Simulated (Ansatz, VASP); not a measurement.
## SrO: VASP beside Ansatz

```xyz
4
Lattice="3.5533 0.0000 0.0000 -1.7766 3.0772 0.0000 0.0000 0.0000 6.2173" Properties=species:S:1:pos:R:3 pbc="T T T"
Sr    1.7766    1.0257    4.6630
Sr    0.0000    2.0515    1.5543
O     0.0000    0.0000    3.1087
O     0.0000    0.0000    0.0000
```

Measurements of this composition are mostly on another form, of space group No. 225.

Alike in both runs: task single point; functional PBE; k mesh 9 × 9 × 5; occupations fermi-dirac, width 0.05 eV; no spin polarisation.

|  | VASP | Ansatz |
| --- | --- | --- |
| version | VASP 6.6.1 | Ansatz 0.2.0 |
| potentials or method | VASP PAW PBE potentials, release 64 (Sr_sv, O) | Ansatz PAW |
| plane-wave cutoff (eV) | 520 | 420 |
| valence electrons in the cell | 32 | 32 |

```tsv
	VASP	Ansatz	Ansatz less VASP
gap on the k mesh at the Fermi level (eV)	3.08	3.08	+0.004
least direct gap on the mesh (eV)	3.08	3.08	+0.004
pressure (GPa)	2.0	1.4	-0.56
largest component of the traceless stress (GPa)	0.16	0.15	-0.011
```

Caveats: an odd mesh through Γ misses points on the zone boundary, where band edges often lie (VASP); odd divisions of the mesh miss points on the zone boundary, where band edges often lie, so the gap on the mesh can be too wide (Ansatz); the pressure holds a Pulay correction of +0.4 GPa for the finite cutoff (Ansatz). As with any semilocal functional, this PBE gap is likely too small.
